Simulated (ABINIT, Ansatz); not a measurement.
## SiC (Moissanite 3C): a worked LO-TO splitting

How high does the longitudinal optical mode of SiC (Moissanite 3C) lie, given the transverse one, the Born charge and ε∞?

Calculated with ABINIT 10.8.3; DFT LDA, scalar-relativistic, plane waves, PseudoDojo norm-conserving pseudopotentials.

## 1. The relaxed structure

Symmetry: F-43m, No. 216, cubic system. Conventional cell: a = 4.326 Å, b = 4.326 Å, c = 4.326 Å, α = 90.00°, β = 90.00°, γ = 90.00°. Nearest to Si lie 4 C at 1.87 Å. Nearest to C lie 4 Si at 1.87 Å. Farther neighbours are not listed.

This is the cell after its relaxation at this level of theory, not the database cell from which that began.

## 2. What the response run gave

A linear-response run on the relaxed cell, with the response to an electric field; only its zone-centre results are used. Cutoff 37 Ha, k mesh 12×12×12.

Numbers of over 12 decimals in the logs are rounded to 6 here.

The log of the run:

```text
[banners, grids, parts of the stress and lines that vanish by symmetry left out]
- input  file    -> dfpt_gamma.abi
- output file    -> dfpt_gamma.abo
- root for input  files -> dfpt_gammai
[...]
DATASET    1 : space group F-4 3 m (#216); Bravais cF (face-center cubic)
[...]
nfft =       32768          nkpt =         868
[...]
DATASET    2 : space group F-4 3 m (#216); Bravais cF (face-center cubic)
[...]
nfft =       32768          nkpt =         868
[...]
== DATASET  1 ==================================================================
[...]
cutoff_energies: {ecut:  37.0, pawecutdg:  -1.0, }
[...]
-  6.00000   4.00000  180309                  znucl, zion, pspdat
[...]
Perturbation : derivative vs k along direction   1
[...]
-ETOT  1  -14.003751755753     -1.400E+01 4.218E+01 0.000E+00
 ETOT  2  -14.048557708427     -4.481E-02 2.064E+00 0.000E+00
 ETOT  3  -14.048865164576     -3.075E-04 5.414E-04 0.000E+00
 ETOT  4  -14.048867945803     -2.781E-06 4.837E-06 0.000E+00
 ETOT  5  -14.048867974404     -2.860E-08 4.257E-09 0.000E+00
[...]
At SCF step   12   max residual=  9.98E-21 < tolwfr=  1.00E-20 =>converged.
[...]
Perturbation : derivative vs k along direction   2
[...]
-ETOT  1  -14.003761745147     -1.400E+01 4.218E+01 0.000E+00
[...]
At SCF step   12   max residual=  9.95E-21 < tolwfr=  1.00E-20 =>converged.
[...]
Perturbation : derivative vs k along direction   3
[...]
-ETOT  1  -14.003751752039     -1.400E+01 4.218E+01 0.000E+00
[...]
At SCF step   12   max residual=  9.98E-21 < tolwfr=  1.00E-20 =>converged.
[...]
1        1       1.9233274755   -0.0000000000
     1        2       0.9616637377   -0.0000000000
     1        3       0.9616637377    0.0000000000
     2        1       0.9616637377   -0.0000000000
     2        2       1.9233274755   -0.0000000000
     2        3       0.9616637378    0.0000000000
     3        1       0.9616637377    0.0000000000
     3        2       0.9616637378    0.0000000000
     3        3       1.9233274755    0.0000000000
[...]
== DATASET  2 ==================================================================
[...]
cutoff_energies: {ecut:  37.0, pawecutdg:  -1.0, }
[...]
Perturbation : displacement of atom   1   along direction   1
[...]
-ETOT  1   6.888031     -4.532E+01 4.270E-01 2.755E+02
[...]
At SCF step    8       vres2   =  6.35E-11 < tolvrs=  1.00E-10 =>converged.
[...]
At SCF step    9       vres2   =  6.78E-13 < tolvrs=  1.00E-10 =>converged.
[...]
-ETOT  1   1.849465     -6.008E+00 6.422E+01 1.955E+03
[...]
ETOT  8   1.318929     -3.625E-12 8.702E-14 5.646E-10
 ETOT  9   1.318929     -3.091E-13 3.080E-15 6.248E-13
 At SCF step    9       vres2   =  6.25E-13 < tolvrs=  1.00E-10 =>converged.
[...]
Dielectric tensor, in cartesian coordinates,
[...]
1    4   1    4         6.8796733219        -0.0000000000
   1    4   2    4        -0.0000000000        -0.0000000000
   1    4   3    4        -0.0000000000        -0.0000000000
   2    4   1    4        -0.0000000000        -0.0000000000
   2    4   2    4         6.8796733219        -0.0000000000
   2    4   3    4        -0.0000000000        -0.0000000000
   3    4   1    4        -0.0000000000        -0.0000000000
   3    4   2    4        -0.0000000000        -0.0000000000
   3    4   3    4         6.8796733219        -0.0000000000
  Effective charges, in cartesian coordinates,
[...]
1    1   1    4         2.7218318806         0.0000000000
   2    1   1    4         0.0000000000         0.0000000000
   3    1   1    4        -0.0000000000         0.0000000000
   1    2   1    4        -2.7233588245         0.0000000000
   2    2   1    4        -0.0000000000         0.0000000000
[...]
Effective charges, in cartesian coordinates,
[...]
Rigid-atom elastic tensor , in cartesian coordinates,
[...]
Rigid-atom proper piezoelectric tensor, in cartesian coordinates,
[...]
2    4   2    6        -0.0158220810         0.0000000000
   2    4   3    6         0.0000000000         0.0000000000
   3    4   1    5         0.0000000000         0.0000000000
   3    4   2    5         0.0000000000         0.0000000000
   3    4   3    5        -0.0000000000         0.0000000000
   3    4   1    6         0.0000000000         0.0000000000
   3    4   2    6         0.0000000000         0.0000000000
   3    4   3    6        -0.0158220809         0.0000000000
  Phonon wavevector (reduced coordinates) :  0.00000  0.00000  0.00000
 Phonon energies in Hartree :
[...]
Phonon frequencies in cm-1    :
-  4.396431E-01  4.396432E-01  4.396435E-01  7.979960E+02  7.979960E+02
-  7.979960E+02
  Phonon at Gamma, with non-analyticity in the
[...]
Phonon energies in Hartree :
[...]
Phonon frequencies in cm-1    :
-  4.396431E-01  4.396432E-01  4.550202E-01  7.979960E+02  7.979960E+02
-  9.738070E+02
  Phonon at Gamma, with non-analyticity in the
[...]
Phonon energies in Hartree :
[...]
Phonon frequencies in cm-1    :
-  4.396431E-01  4.396435E-01  4.550199E-01  7.979960E+02  7.979960E+02
-  9.738070E+02
  Phonon at Gamma, with non-analyticity in the
[...]
Phonon energies in Hartree :
[...]
Phonon frequencies in cm-1    :
-  4.396432E-01  4.396435E-01  4.550198E-01  7.979960E+02  7.979960E+02
-  9.738070E+02
[...]
fcart2     0.0000000000E+00  0.0000000000E+00  0.0000000000E+00
           strten2     0.0000000000E+00  0.0000000000E+00  0.0000000000E+00
================================================================================
```

| quantity | value |
| --- | --- |
| cell volume Ω (Å³) | 20.235 |
| mass of Si (u) | 28.085 |
| mass of C (u) | 12.011 |
| Born charge of Si, raw (e) | 2.722 |
| Born charge of C, raw (e) | -2.723 |
| ε∞ | 6.880 |
| ω(TO) after the sum rule (cm⁻¹) | 798.0 |

## 3. The calculation

The charges must sum to zero over the cell; taking off their mean, -0.001 e, leaves Z* = 2.723 e on Si. In the polar mode Si moves against C, so the reduced mass is μ = 28.09 × 12.01 / 40.10 = 8.413 u.

A longitudinal wave builds up a field that adds to the restoring force: ω(LO)² = ω(TO)² + 4π Z*² / (μ Ω ε∞), in Hartree atomic units. With μ = 15336 electron masses and Ω = 136.55 bohr³ the second term is 6.4654e-06 Ha², or 311434 cm⁻² (1 Ha = 219474.6 cm⁻¹).

So ω(LO) = √(636804 + 311434) = 973.8 cm⁻¹, and by the Lyddane-Sachs-Teller relation ε₀ = ε∞ (ω(LO)/ω(TO))² = 10.24.

## 4. Check against the program

The analysis program adds the same non-analytic term to the full matrix.

The log of the run:

```text
[banners, grids, parts of the stress and lines that vanish by symmetry left out]
-outvars_anaddb: echo values of input variables ----------------------

 Flags :
[...]
Dielectric Tensor and Effective Charges
[...]
Effective charge tensors after
[...]
Phonon wavevector (reduced coordinates) :  0.00000  0.00000  0.00000
 Phonon energies in Hartree :
[...]
Phonon energies in meV     :
-  0.000000E+00  0.000000E+00  0.000000E+00  9.893885E+01  9.893885E+01
-  9.893885E+01
 Phonon frequencies in cm-1    :
-  0.000000E+00  0.000000E+00  0.000000E+00  7.979957E+02  7.979957E+02
-  7.979957E+02
 Phonon frequencies in Thz     :
-  0.000000E+00  0.000000E+00  0.000000E+00  2.392331E+01  2.392331E+01
-  2.392331E+01
 Phonon energies in Kelvin  :
-  0.000000E+00  0.000000E+00  0.000000E+00  1.148138E+03  1.148138E+03
-  1.148138E+03
[...]
-  1  0.00000000E+00  5.98387031E-07  3.69884971E-03
-     0.00000000E+00  0.00000000E+00  0.00000000E+00
-  2  0.00000000E+00  5.98387147E-07  3.69885043E-03
-     0.00000000E+00  0.00000000E+00  0.00000000E+00
[...]
-  1  6.93582309E-07  3.69884965E-03 -5.98387036E-07
-     0.00000000E+00  0.00000000E+00  0.00000000E+00
-  2  6.93582443E-07  3.69885036E-03 -5.98387152E-07
-     0.00000000E+00  0.00000000E+00  0.00000000E+00
[...]
-  1  3.69884969E-03 -6.93582313E-07  0.00000000E+00
-     0.00000000E+00  0.00000000E+00  0.00000000E+00
-  2  3.69885041E-03 -6.93582447E-07  0.00000000E+00
-     0.00000000E+00  0.00000000E+00  0.00000000E+00
[...]
-  1  1.27335126E-07  4.90369541E-07 -2.41888527E-03
-     0.00000000E+00  0.00000000E+00  0.00000000E+00
-  2 -2.97749562E-07 -1.14663817E-06  5.65611432E-03
-     0.00000000E+00  0.00000000E+00  0.00000000E+00
[...]
-  1  1.05523755E-07 -2.41888527E-03 -4.90363986E-07
-     0.00000000E+00  0.00000000E+00  0.00000000E+00
-  2 -2.46747719E-07  5.65611432E-03  1.14662518E-06
-     0.00000000E+00  0.00000000E+00  0.00000000E+00
[...]
-  1  2.41888532E-03  1.05497939E-07  1.27356516E-07
-     0.00000000E+00  0.00000000E+00  0.00000000E+00
-  2 -5.65611443E-03 -2.46687353E-07 -2.97799578E-07
-     0.00000000E+00  0.00000000E+00  0.00000000E+00
[...]
-     1         -0.000000    -0.000000    -0.000000     0.000000
-     2         -0.000000    -0.000000     0.000000     0.000000
-     3         -0.000000     0.000000    -0.000000     0.000000
-     4          0.000188     0.000725    -3.573838     3.573838
-     5          0.000156    -3.573838    -0.000724     3.573838
-     6          3.573838     0.000156     0.000188     3.573838
[...]
-   1     Real    0.0000E+00  0.0000E+00  0.0000E+00  0.0000E+00  0.0000E+00  0.0000E+00  0.0000E+00
[...]
-  1  0.00000000E+00  6.01152852E-07  3.69884971E-03
-     0.00000000E+00  0.00000000E+00  0.00000000E+00
-  2  0.00000000E+00  6.01152968E-07  3.69885043E-03
-     0.00000000E+00  0.00000000E+00  0.00000000E+00
[...]
Phonon at Gamma, with non-analyticity in the
[...]
Phonon energies in Hartree :
[...]
Phonon energies in meV     :
-  0.000000E+00  0.000000E+00  0.000000E+00  9.893885E+01  9.893885E+01
-  1.207322E+02
 Phonon frequencies in cm-1    :
-  0.000000E+00  0.000000E+00  0.000000E+00  7.979957E+02  7.979957E+02
-  9.737707E+02
 Phonon frequencies in Thz     :
-  0.000000E+00  0.000000E+00  0.000000E+00  2.392331E+01  2.392331E+01
-  2.919291E+01
 Phonon energies in Kelvin  :
-  0.000000E+00  0.000000E+00  0.000000E+00  1.148138E+03  1.148138E+03
-  1.401039E+03
[...]
Phonon at Gamma, with non-analyticity in the
[...]
Phonon energies in Hartree :
[...]
Phonon energies in meV     :
-  0.000000E+00  0.000000E+00  0.000000E+00  9.893885E+01  9.893885E+01
-  1.207322E+02
 Phonon frequencies in cm-1    :
-  0.000000E+00  0.000000E+00  0.000000E+00  7.979957E+02  7.979957E+02
-  9.737707E+02
 Phonon frequencies in Thz     :
-  0.000000E+00  0.000000E+00  0.000000E+00  2.392331E+01  2.392331E+01
-  2.919291E+01
 Phonon energies in Kelvin  :
-  0.000000E+00  0.000000E+00  0.000000E+00  1.148138E+03  1.148138E+03
-  1.401039E+03
[...]
-  1  8.04770578E-06 -3.69878168E-03 -2.09528841E-05
-     0.00000000E+00  0.00000000E+00  0.00000000E+00
-  2  8.04778600E-06 -3.69878232E-03 -2.09528095E-05
-     0.00000000E+00  0.00000000E+00  0.00000000E+00
[...]
-  1  3.69883612E-03  8.01349498E-06  6.06844252E-06
-     0.00000000E+00  0.00000000E+00  0.00000000E+00
-  2  3.69883676E-03  8.01341785E-06  6.06836501E-06
-     0.00000000E+00  0.00000000E+00  0.00000000E+00
[...]
-  1  4.58388297E-04  1.43451052E-03 -1.89289882E-03
-     0.00000000E+00  0.00000000E+00  0.00000000E+00
-  2 -1.07185597E-03 -3.35433664E-03  4.42619261E-03
-     0.00000000E+00  0.00000000E+00  0.00000000E+00
[...]
-  1  1.92108068E-03 -1.35751625E-03 -5.63564428E-04
-     0.00000000E+00  0.00000000E+00  0.00000000E+00
-  2 -4.49209066E-03  3.17429983E-03  1.31779083E-03
-     0.00000000E+00  0.00000000E+00  0.00000000E+00
[...]
Direction                     Dielectric constant
[...]
Elastic Tensor (clamped ion) (unit:10^2GP):
[...]
Elastic Tensor (relaxed ion) (unit:10^2GP):
[...]
Calculation of the tensor related to piezoelectric effetc
[...]
Proper piezoelectric constants (clamped ion) (unit:c/m^2)
[...]
Proper piezoelectric constants (relaxed ion) (unit:c/m^2)
[...]
0.00000000      0.04250944     -0.00000000
     -0.00000000     -0.00000000      0.04250941
-
```

| quantity | by hand | program |
| --- | --- | --- |
| ω(LO) (cm⁻¹) | 973.8 | 973.8 |
| ε₀ | 10.24 | 10.24 |

## 5. Summary of results

| Quantity | Value |
| --- | --- |
| TO mode | 798 cm⁻¹ |
| LO mode | 973.8 cm⁻¹ |
| static dielectric constant | 10.24 |

**Reading.** The LO mode of SiC (Moissanite 3C) lies at 974 cm⁻¹, 176 cm⁻¹ above the TO mode; the formula meets the program within 0.1 cm⁻¹, as it must for a cubic crystal with one polar mode. ω(LO)² − ω(TO)² goes with Z*²/ε∞: an error of 5 % in ε∞ would move the LO mode by 7.6 cm⁻¹, and semilocal functionals tend to overestimate ε∞. These are harmonic values at zero temperature, at the volume of this functional, for the structure held cubic; stability elsewhere in the zone is no part of this calculation.

[Host names and launcher messages were left out of these logs when they were recorded.]

[Logs are printed without paths, hosts, clocks, repeated set-up lines and the standing remarks that a program may print on its own settings, such as how far it seeks lower states.]

[Hosts, paths, dates, database ids (printed as entryN), source tags and the programs' standing remarks are cut or masked in the printed files.]
